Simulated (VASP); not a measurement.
The system is InP.

```xyz
2
Lattice="0.0000 2.9393 2.9393 2.9393 0.0000 2.9393 2.9393 2.9393 0.0000" Properties=species:S:1:pos:R:3 pbc="T T T"
In    0.0000    0.0000    0.0000
P     1.4697    1.4697    1.4697
```

The cell was built by a generator and needn't be a form met in nature.

Base run:

```yaml
Program: VASP 6.6.1
Functional: PBEsol
Potentials_or_basis: VASP PAW PBE potentials, release 64 (In_d, P)
Cutoff: 520 eV
k_mesh: 6 × 6 × 6
Occupations: gaussian, width 0.03 eV
Spin: no spin polarisation
```

Its results: band gap on the k mesh 0.56 eV, direct; pressure 0.0 GPa.

The run is repeated on the same cell with these changes: functional from PBEsol to PBE0. What comes out?

Band gap on the k mesh 2.06 eV, direct; pressure 0.4 GPa.

PBE0 gives the wider gap, since exact exchange removes part of the self-interaction.

Caveats: the PAW data sets were made with another functional, which shifts forces and pressure a little; spin-orbit coupling is left out, which moves the levels of the heavy elements.
